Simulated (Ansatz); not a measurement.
**How BeSe (F-43m) stiffens under pressure**

```
Be Se
1.0
     0.00000    2.54073    2.54073
     2.54073    0.00000    2.54073
     2.54073    2.54073    0.00000
Be Se
1 1
Direct
  0.00000 0.00000 0.00000
  0.75000 0.75000 0.75000
```

This is the zero-pressure cell. At each pressure cell and atoms are relaxed in this structure, and the constants are slopes of the stress at strains of ±0.005 with relaxed ions (the coefficients that govern stability under load). Level: LDA, PAW on Ansatz 0.2.0's default frozen-core files (fitted under PBE), scalar-relativistic; k mesh 8×8×8, strains of ±0.005, fixed occupations, cutoff 420 eV. P is the pressure of the relaxed cell, less that of this one.

```tsv
P (GPa)	V/V₀	C11 (GPa)	C12 (GPa)	C44 (GPa)
0.00	1.0000	138.4	56.8	70.9
1.00	0.9885	142.6	60.4	72.3
2.00	0.9774	146.9	64.0	73.6
4.03	0.9569	155.2	71.3	76.1
6.99	0.9302	167.0	81.7	79.3
9.99	?	?	?	?
14.98	0.8720	197.1	108.9	86.1
```

Question: Does the bulk modulus from the constants agree with the pressure-volume curve?

Answer: A third-order Birch-Murnaghan fit to the volumes shown (F against f, f = [(V₀/V)^(2/3) − 1]/2) gives B₀ = 84.0 GPa and B′ = 3.9. Its −V dP/dV stands beside (C11 + 2C12)/3:

```csv
P (GPa),from P(V),from the constants
0.00,84.0,84.0
1.00,87.8,87.8
2.00,91.6,91.7
4.03,99.2,99.3
6.99,110.1,110.1
14.98,138.4,138.3
```

Question: What are the pressure derivatives at zero pressure?

Answer: Slopes at V₀ of quadratic fits in −ln(V/V₀) through the first four rows shown, divided by B₀: dC11/dP = 4.3, dC12/dP = 3.7, dC44/dP = 1.4. The mean slopes up to 2.0 GPa are 4.2, 3.6, 1.4; curvature and scatter of the constants part the two. The combination (dC11/dP + 2 dC12/dP)/3 = 3.9 stands against B′.

Question: Fill the row at 9.99 GPa.

Answer: Cubic fits in −ln(V/V₀) through all rows shown give C11 = 178.6, C12 = 92.0, C44 = 82.1 GPa. Computed: V/V₀ = 0.9064, C11 (GPa) = 178.6, C12 (GPa) = 92.0, C44 (GPa) = 82.1.

Question: Does a shear stiffness soften?

Answer: C44 goes from 70.9 to 86.1 GPa; (C11 − C12)/2 goes from 40.8 to 44.1 GPa. Neither ends more than 3 % under its start, and the lattice stays mechanically stable over this range.

Keep in mind: no other phase was computed; many crystals of this kind change structure within this range, and rows or crossings beyond such a change describe a metastable lattice; frozen-core PAW files fitted under PBE, their cores solved anew for the functional of the run; constants at zero field, no piezoelectric stiffening; phonons weren't checked at these pressures.
